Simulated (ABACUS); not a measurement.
# As (R-3m) in ABACUS: notebook

The runs below take As through band structure, equation of state, with LDA.

Everything below comes from runs of ABACUS 3.10.1. Logs are shortened: lines on timing, memory, paths and dates and some standing lists are left out, and cuts for length are marked.

## (1) The crystal as given

It takes space group R-3m (No. 166, trigonal). The conventional cell has a = 3.762 Å, b = 3.762 Å, c = 10.542 Å, α = 90.00°, β = 90.00°, γ = 120.00°. As (site symmetry 3m) is surrounded by 3 As at 2.51 Å.

## (2) Band structure, LDA

File INPUT:

```
INPUT_PARAMETERS
suffix              As
calculation         nscf
basis_type          pw
pseudo_dir          ./
symmetry            -1
dft_functional      pz
ecutwfc             81.0
pseudo_rcut         10
nspin               1
nbands              25
ks_solver           dav
smearing_method     fd
smearing_sigma      0.00367493
scf_thr             1e-08
scf_nmax            100
mixing_type         broyden
mixing_beta         0.7
init_chg            file
pw_diag_thr         1e-07
out_band            1
kpar                4
```

File STRU:

```
ATOMIC_SPECIES
As 74.9216 As.upf

LATTICE_CONSTANT
1.8897261246

LATTICE_VECTORS
1.8807969000 1.0858785965 3.5140619933
-1.8807969000 1.0858785965 3.5140619933
0.0000000000 -2.1717571930 3.5140619933

ATOMIC_POSITIONS
Direct

As
0.0
2
0.2260000000 0.2260000000 0.2260000000 1 1 1
0.7740000000 0.7740000000 0.7740000000 1 1 1
```

File KPT:

```
K_POINTS
13
Line
0.00000000 0.00000000 0.00000000 10 // G
0.50000000 0.00000000 0.00000000 10 // L
0.50000000 0.23032459 -0.23032459 1 // B1
0.76967541 0.50000000 0.23032459 10 // B
0.50000000 0.50000000 0.50000000 10 // Z
0.00000000 0.00000000 0.00000000 10 // G
0.36516229 0.00000000 -0.36516229 1 // X
0.63483771 0.36516229 0.00000000 10 // Q
0.50000000 0.50000000 0.00000000 10 // F
0.63483771 0.63483771 0.23032459 10 // P1
0.50000000 0.50000000 0.50000000 1 // Z
0.50000000 0.00000000 0.00000000 10 // L
0.76967541 0.36516229 0.36516229 1 // P
```

Potentials or basis: PseudoDojo NC SR 0.4.1 LDA standard, plane waves.

Command:

```bash
$ OMP_NUM_THREADS=1 mpirun -np 4 abacus > log
```

running log:

```text
ABACUS v3.10.1

               Atomic-orbital Based Ab-initio Computation at UStc

 ------------------------------------------------------------------------------------

 READING GENERAL INFORMATION
                           global_out_dir = OUT.As/
                           global_in_card = INPUT
                               pseudo_dir = ./
                              orbital_dir =
                                    DSIZE = 4
                                    GSIZE = 1

 READING UNITCELL INFORMATION
                                    ntype = 1
                  lattice constant (Bohr) = 1.88973
              lattice constant (Angstrom) = 1

 READING ATOM TYPE 1
                               atom label = As
                      L=0, number of zeta = 1
                      L=1, number of zeta = 1
                      L=2, number of zeta = 1
             number of atom for this type = 2

                        TOTAL ATOM NUMBER = 2
DIRECT COORDINATES
    atom                   x                   y                   z     mag                  vx                  vy                  vz
taud_As1            0.2260000000        0.2260000000        0.2260000000  0.0000        0.0000000000        0.0000000000        0.0000000000
taud_As2            0.7740000000        0.7740000000        0.7740000000  0.0000        0.0000000000        0.0000000000        0.0000000000

                          Volume (Bohr^3) = 290.59
                             Volume (A^3) = 43.0609

 Lattice vectors: (Cartesian coordinate: in unit of a_0)
              +1.8808            +1.08588            +3.51406
              -1.8808            +1.08588            +3.51406
                   +0            -2.17176            +3.51406
 Reciprocal vectors: (Cartesian coordinate: in unit of 2 pi/a_0)
            +0.265845           +0.153486           +0.094857
            -0.265845           +0.153486           +0.094857
                   +0           -0.306971           +0.094857
 The esolver type has been set to : ksdft_pw

                PAO radial cut off (Bohr) = 10

 Read in pseudopotential file is As.upf
                     pseudopotential type = NC
          exchange-correlation functional = SLAPWNOGXNOGC
                 nonlocal core correction = 1
                        valence electrons = 15
                                     lmax = 2
                           number of zeta = 3
                     number of projectors = 6
                           L of projector = 0
                           L of projector = 0
                           L of projector = 1
                           L of projector = 1
                           L of projector = 2
                           L of projector = 2
 XC functional updated to : pz
          exchange-correlation functional = PZ
     initial pseudo atomic orbital number = 18

 SETUP THE ELECTRONS NUMBER
            electron number of element As = 15
      total electron number of element As = 30
            AUTOSET number of electrons:  = 30
                           occupied bands = 15
                                   NBANDS = 25
                                   NLOCAL = 18

%%%%%%%%%%%%%%%%%%%%%%%%%%%%%%%%%%%%%%%%%%%%%%%%%%%%%%%%%%%%%%%%%%%%%%%%%%%%%%%%%%%%%%%%%%%%%%%%%%%%%%%%%%
 Warning: the number of valence electrons in pseudopotential > 5 for As: [Ar] 3d10 4s2 4p3
 Pseudopotentials with additional electrons can yield (more) accurate outcomes, but may be less efficient.
 If you're confident that your chosen pseudopotential is appropriate, you can safely ignore this warning.
%%%%%%%%%%%%%%%%%%%%%%%%%%%%%%%%%%%%%%%%%%%%%%%%%%%%%%%%%%%%%%%%%%%%%%%%%%%%%%%%%%%%%%%%%%%%%%%%%%%%%%%%%%

 SETUP THE PLANE WAVE BASIS
 energy cutoff for charge/potential (unit:Ry) = 324
            fft grid for charge/potential = [ 45, 45, 45 ]
                        fft grid division = [ 1, 1, 1 ]
        big fft grid for charge/potential = [ 45, 45, 45 ]
                                     nbxx = 91125
                                     nrxx = 91125

 SETUP PLANE WAVES FOR CHARGE/POTENTIAL
                    number of plane waves = 28659
                         number of sticks = 1279

 PARALLEL PW FOR CHARGE/POTENTIAL
     PROC   COLUMNS(POT)             PW
        1           1279          28659
 --------------- sum -------------------
        1           1279          28659
                            number of |g| = 2089
                                  max |g| = 29.3001
                                  min |g| = 0

----------- Double Check Mixing Parameters Begin ------------
mixing_type: broyden
mixing_beta: 0.7
mixing_gg0: 1
mixing_gg0_min: 0.1
mixing_ndim: 8
----------- Double Check Mixing Parameters End ------------

 SETUP K-POINTS
                                    nspin = 1
                                   nkstot = 94
K-POINTS DIRECT COORDINATES
 KPOINTS    DIRECT_X    DIRECT_Y    DIRECT_Z  WEIGHT
       1  0.00000000  0.00000000  0.00000000  1.0000
       2  0.05000000  0.00000000  0.00000000  1.0000
       3  0.10000000  0.00000000  0.00000000  1.0000
       4  0.15000000  0.00000000  0.00000000  1.0000
       5  0.20000000  0.00000000  0.00000000  1.0000
       6  0.25000000  0.00000000  0.00000000  1.0000
[... 22 lines left out ...]
      29  0.58090262  0.50000000  0.41909738  1.0000
      30  0.55393508  0.50000000  0.44606492  1.0000
[... 64 further k points ...]

           k-point number in this process = 24
       minimum distributed K point number = 23

[... K-POINTS CARTESIAN COORDINATES: 24 rows ...]

[... K-POINTS DIRECT COORDINATES: 24 rows ...]

 SETUP PLANE WAVES FOR WAVE FUNCTIONS
     energy cutoff for wavefunc (unit:Ry) = 81
              fft grid for wave functions = [ 45, 45, 45 ]
                    number of plane waves = 4407
                         number of sticks = 363

 PARALLEL PW FOR WAVE FUNCTIONS
     PROC   COLUMNS(POT)             PW
        1            363           4407
 --------------- sum -------------------
        1            363           4407

 SETUP NONLOCAL PSEUDOPOTENTIALS IN PLANE WAVE BASIS
 As non-local projectors:
 projector 1 L=0
 projector 2 L=0
 projector 3 L=1
 projector 4 L=1
 projector 5 L=2
 projector 6 L=2
      TOTAL NUMBER OF NONLOCAL PROJECTORS = 36

 Init Non-Local PseudoPotential table :
 Init Non-Local-Pseudopotential done.

                                     npwx = 3594

 Make real space PAO into reciprocal space.
       max mesh points in Pseudopotential = 1001
     dq(describe PAO in reciprocal space) = 0.01
                                    max q = 1084

 number of pseudo atomic orbitals for As is 3
WARNING: norm of atomic wavefunction # 3 of atomic type As is 0.999966, renormalized

 -------------------------------------------
 NONSELF-CONSISTENT
 -------------------------------------------
                                 init_chg = file
 try to read charge from file
 Read in the charge density: OUT.As//As-CHARGE-DENSITY.restart

 PW ALGORITHM --------------- ION=   1  ELEC=   1--------------------------------

 k(1/94) Iter steps (avg)=8 threshold=1e-07
 k(2/94) Iter steps (avg)=8 threshold=1e-07
 k(3/94) Iter steps (avg)=8 threshold=1e-07
 k(4/94) Iter steps (avg)=9 threshold=1e-07
 k(5/94) Iter steps (avg)=10 threshold=1e-07
 k(6/94) Iter steps (avg)=11 threshold=1e-07
 k(7/94) Iter steps (avg)=13 threshold=1e-07

 k(8/94) Iter steps (avg)=14 threshold=1e-07

 k(9/94) Iter steps (avg)=21 threshold=1e-07
 k(10/94) Iter steps (avg)=23 threshold=1e-07
 k(11/94) Iter steps (avg)=26 threshold=1e-07
 k(12/94) Iter steps (avg)=11 threshold=1e-07
 k(13/94) Iter steps (avg)=11 threshold=1e-07
 k(14/94) Iter steps (avg)=11 threshold=1e-07
 k(15/94) Iter steps (avg)=11 threshold=1e-07
 k(16/94) Iter steps (avg)=28 threshold=1e-07
 k(17/94) Iter steps (avg)=21 threshold=1e-07
 k(18/94) Iter steps (avg)=13 threshold=1e-07
 k(19/94) Iter steps (avg)=19 threshold=1e-07
 k(20/94) Iter steps (avg)=20 threshold=1e-07
 k(21/94) Iter steps (avg)=11 threshold=1e-07
 k(22/94) Iter steps (avg)=11 threshold=1e-07
 k(23/94) Iter steps (avg)=19 threshold=1e-07
 k(24/94) Iter steps (avg)=15 threshold=1e-07
[... levels at 24 k points of this process ...]

 Density error is 0.00000000000
                          Error Threshold = 1.00000000000e-07
----------------------------------------------------------
     Energy           Rydberg                 eV
----------------------------------------------------------
 E_KohnSham     -423.8058215909      -5766.1740192077
 E_KS(sigma->0) -423.8056722242      -5766.1719869690
 E_Harris       -423.8058215909      -5766.1740192077
 E_band         -34.5065240563       -469.4853453403
 E_one_elec     -211.3487305802      -2875.5470009572
 E_Hartree      120.3272032891       1637.1355891357
 E_xc           -93.4424638353       -1271.3499433195
 E_Ewald        -239.3415317310      -3256.4085995892
 E_entropy(-TS) -0.0002987335        -0.0040644774
 E_descf        0.0000000000         0.0000000000
 E_exx          0.0000000000         0.0000000000
 E_Fermi        0.7751347647         10.5462495181
----------------------------------------------------------

 charge density convergence is achieved
 final etot is -5766.1740192 eV
 EFERMI = 10.546249518 eV

 STATE ENERGY(eV) AND OCCUPATIONS    NSPIN == 1
 1/24 kpoint (Cartesian) = 0.0000 0.0000 0.0000 (3577 pws)
       1       -25.6986      0.0212766
       2       -25.6986      0.0212766
       3       -25.6550      0.0212766
       4       -25.6550      0.0212766
       5       -25.6149      0.0212766
       6       -25.5827      0.0212766
[... 17 lines left out ...]
      24        19.6348    2.43246e-81
      25        19.7300    3.62253e-82

 2/24 kpoint (Cartesian) = 0.013292 0.0076743 0.0047428 (3571 pws)
       1       -25.6984      0.0212766
       2       -25.6979      0.0212766
       3       -25.6547      0.0212766
       4       -25.6544      0.0212766
       5       -25.6148      0.0212766
       6       -25.5830      0.0212766
[... 17 lines left out ...]
      24        19.9932    1.87453e-84
      25        20.2023    2.85932e-86

 3/24 kpoint (Cartesian) = 0.026584 0.015349 0.0094857 (3570 pws)
       1       -25.6977      0.0212766
       2       -25.6957      0.0212766
       3       -25.6539      0.0212766
       4       -25.6527      0.0212766
       5       -25.6144      0.0212766
       6       -25.5841      0.0212766
[... 17 lines left out ...]
      24        20.6790        0.00000
      25        21.2786        0.00000

 4/24 kpoint (Cartesian) = 0.039877 0.023023 0.014229 (3564 pws)
       1       -25.6966      0.0212766
       2       -25.6922      0.0212766
       3       -25.6525      0.0212766
       4       -25.6499      0.0212766
       5       -25.6138      0.0212766
       6       -25.5858      0.0212766
[... 17 lines left out ...]
      24        21.5583        0.00000
      25        22.5524        0.00000

 5/24 kpoint (Cartesian) = 0.053169 0.030697 0.018971 (3560 pws)
       1       -25.6952      0.0212766
       2       -25.6875      0.0212766
       3       -25.6506      0.0212766
       4       -25.6462      0.0212766
       5       -25.6131      0.0212766
       6       -25.5882      0.0212766
[... 17 lines left out ...]
      24        22.5734        0.00000
      25        23.9492        0.00000

 6/24 kpoint (Cartesian) = 0.066461 0.038371 0.023714 (3572 pws)
       1       -25.6935      0.0212766
       2       -25.6818      0.0212766
       3       -25.6483      0.0212766
       4       -25.6418      0.0212766
       5       -25.6122      0.0212766
       6       -25.5912      0.0212766
[... 17 lines left out ...]
      24        23.7168        0.00000
      25        25.4272        0.00000

[... levels at 18 further k points ...]

 --------------------------------------------
 !FINAL_ETOT_IS -5766.174019207737 eV
 --------------------------------------------

 Output bands in file: OUT.As/BANDS_1.dat
```

Wall time 7.3 s (4 MPI ranks of AMD EPYC 9R14 (Zen 4), shared host); peak memory 0.44 GiB.

Levels at the corners of the path, in eV from the Fermi level:
| point | band 12 | band 13 | band 14 | band 15 | band 16 | band 17 | band 18 | band 19 |
| --- | --- | --- | --- | --- | --- | --- | --- | --- |
| Γ | -5.90 | -2.45 | -1.98 | -1.98 | 1.63 | 2.91 | 2.91 | 6.96 |
| L | -11.11 | -2.81 | -2.76 | -0.37 | -0.35 | 0.38 | 1.42 | 8.96 |
| B1 | -10.63 | -5.85 | -5.34 | -1.34 | 1.25 | 5.22 | 5.42 | 6.85 |
| B | -10.63 | -5.85 | -5.34 | -1.34 | 1.25 | 5.22 | 5.42 | 6.85 |
| Z | -9.98 | -1.73 | -1.73 | -0.69 | 0.80 | 0.80 | 1.84 | 8.00 |
| Γ | -5.90 | -2.45 | -1.98 | -1.98 | 1.63 | 2.91 | 2.91 | 6.96 |
| X | -10.87 | -6.12 | -3.51 | -3.51 | 3.22 | 3.30 | 5.42 | 6.30 |
| Q | -10.87 | -6.12 | -3.51 | -3.51 | 3.22 | 3.30 | 5.42 | 6.30 |
| F | -9.76 | -5.95 | -4.16 | -4.09 | 1.46 | 5.43 | 6.86 | 7.22 |
| P1 | -10.16 | -6.08 | -3.71 | -3.00 | 2.18 | 3.86 | 6.06 | 6.34 |
| Z | -9.98 | -1.73 | -1.73 | -0.69 | 0.80 | 0.80 | 1.84 | 8.00 |
| L | -11.11 | -2.81 | -2.76 | -0.37 | -0.35 | 0.38 | 1.42 | 8.96 |
| P | -10.16 | -6.08 | -3.71 | -3.00 | 2.18 | 3.86 | 6.06 | 6.34 |

Caveat: the density is read from an earlier self-consistent run, whose mesh may be coarse.

## (3) Equation of state, LDA, 20.24 Å³/atom (volume scaled by 0.94)

File INPUT:

```
INPUT_PARAMETERS
suffix              As
calculation         scf
basis_type          pw
pseudo_dir          ./
symmetry            1
dft_functional      pz
ecutwfc             81
pseudo_rcut         10
nspin               1
nbands              19
ks_solver           dav
smearing_method     fd
smearing_sigma      0.00367493
scf_thr             1e-08
scf_nmax            100
mixing_type         broyden
mixing_beta         0.7
cal_force           1
cal_stress          1
kpar                4
```

File STRU:

```
ATOMIC_SPECIES
As 74.9216 As.upf

LATTICE_CONSTANT
1.8897261246

LATTICE_VECTORS
1.8424025153 1.0637115881 3.4423263150
-1.8424025153 1.0637115881 3.4423263150
0.0000000000 -2.1274231763 3.4423263150

ATOMIC_POSITIONS
Direct

As
0.0
2
0.2260000000 0.2260000000 0.2260000000 1 1 1
0.7740000000 0.7740000000 0.7740000000 1 1 1
```

File KPT:

```
K_POINTS
0
Gamma
7 7 7 0 0 0
```

Potentials or basis: PseudoDojo NC SR 0.4.1 LDA standard, plane waves.

Command:

```bash
$ OMP_NUM_THREADS=1 mpirun -np 4 abacus > log
```

Run time: 6.9 s. Hardware: 4 MPI ranks of AMD EPYC 9R14 (Zen 4), shared host; peak memory 0.4 GiB.

It converged, with:

```
Free energy            : -5766.9991 eV
Pressure               : 3.7 GPa
Largest force          : 0.662 eV/Å
Band gap on the k mesh : none (metal or under the smearing width)
```

## (4) Equation of state, LDA, 21.10 Å³/atom (volume scaled by 0.98)

INPUT is that of step 3.

File STRU:

```
ATOMIC_SPECIES
As 74.9216 As.upf

LATTICE_CONSTANT
1.8897261246

LATTICE_VECTORS
1.8681737204 1.0785906003 3.4904769752
-1.8681737204 1.0785906003 3.4904769752
0.0000000000 -2.1571812007 3.4904769752

ATOMIC_POSITIONS
Direct

As
0.0
2
0.2260000000 0.2260000000 0.2260000000 1 1 1
0.7740000000 0.7740000000 0.7740000000 1 1 1
```

KPT is that of step 3.

Command:

```bash
$ OMP_NUM_THREADS=1 mpirun -np 4 abacus > log
```

It took 7.2 s on 4 MPI ranks of AMD EPYC 9R14 (Zen 4), shared host; peak memory 0.4 GiB.

Results (log left out):

| Property | Result |
| --- | --- |
| Free energy | -5767.0207 eV |
| Pressure | 0.0 GPa |
| Largest force | 0.365 eV/Å |
| Band gap on the k mesh | none (metal or under the smearing width) |

## (5) Equation of state, LDA, 21.96 Å³/atom (volume scaled by 1.02)

INPUT is that of step 4.

File STRU:

```
ATOMIC_SPECIES
As 74.9216 As.upf

LATTICE_CONSTANT
1.8897261246

LATTICE_VECTORS
1.8932528703 1.0930700543 3.5373346065
-1.8932528703 1.0930700543 3.5373346065
0.0000000000 -2.1861401086 3.5373346065

ATOMIC_POSITIONS
Direct

As
0.0
2
0.2260000000 0.2260000000 0.2260000000 1 1 1
0.7740000000 0.7740000000 0.7740000000 1 1 1
```

KPT is that of step 4.

Command:

```bash
$ OMP_NUM_THREADS=1 mpirun -np 4 abacus > log
```

Wall time 7.3 s (4 MPI ranks of AMD EPYC 9R14 (Zen 4), shared host); peak memory 0.4 GiB.

The run converged. Its results:

- Free energy: -5767.0059 eV
- Pressure: -3.0 GPa
- Largest force: 0.106 eV/Å
- Band gap on the k mesh: none (metal or under the smearing width)

## (6) Equation of state, LDA, 22.82 Å³/atom (volume scaled by 1.06)

INPUT is that of step 5.

File STRU:

```
ATOMIC_SPECIES
As 74.9216 As.upf

LATTICE_CONSTANT
1.8897261246

LATTICE_VECTORS
1.9176846343 1.1071757398 3.5829826684
-1.9176846343 1.1071757398 3.5829826684
0.0000000000 -2.2143514796 3.5829826684

ATOMIC_POSITIONS
Direct

As
0.0
2
0.2260000000 0.2260000000 0.2260000000 1 1 1
0.7740000000 0.7740000000 0.7740000000 1 1 1
```

KPT is that of step 5.

Potentials or basis: PseudoDojo NC SR 0.4.1 LDA standard, plane waves.

Command:

```bash
$ OMP_NUM_THREADS=1 mpirun -np 4 abacus > log
```

It took 7.4 s on 4 MPI ranks of AMD EPYC 9R14 (Zen 4), shared host; peak memory 0.4 GiB.

Results (log left out):

* Free energy: -5766.9617 eV
* Pressure: -5.5 GPa
* Largest force: 0.122 eV/Å
* Band gap on the k mesh: none (metal or under the smearing width)

## (7) Equation of state, LDA

Potentials or basis: PseudoDojo NC SR 0.4.1 LDA standard, plane waves.

No new run: the results of the series are fitted here.

Results:

```yaml
Equilibrium_volume: 21.15 Å³/atom
Bulk_modulus_at_fixed_shape_and_positions: 82 GPa
Pressure_derivative_of_the_bulk_modulus: "4.2 (rough: it moves with the points fitted)"
```

Energy against volume, from the lowest point:
```tsv
volume (Å³/atom)	energy (meV/atom)
20.239	10.79
21.100	0.00
21.961	7.38
22.822	29.47
```

Caveat: the cell was scaled at fixed shape and fractional positions, which overstates the stiffness of a crystal with free parameters, most of all of layers and chains.
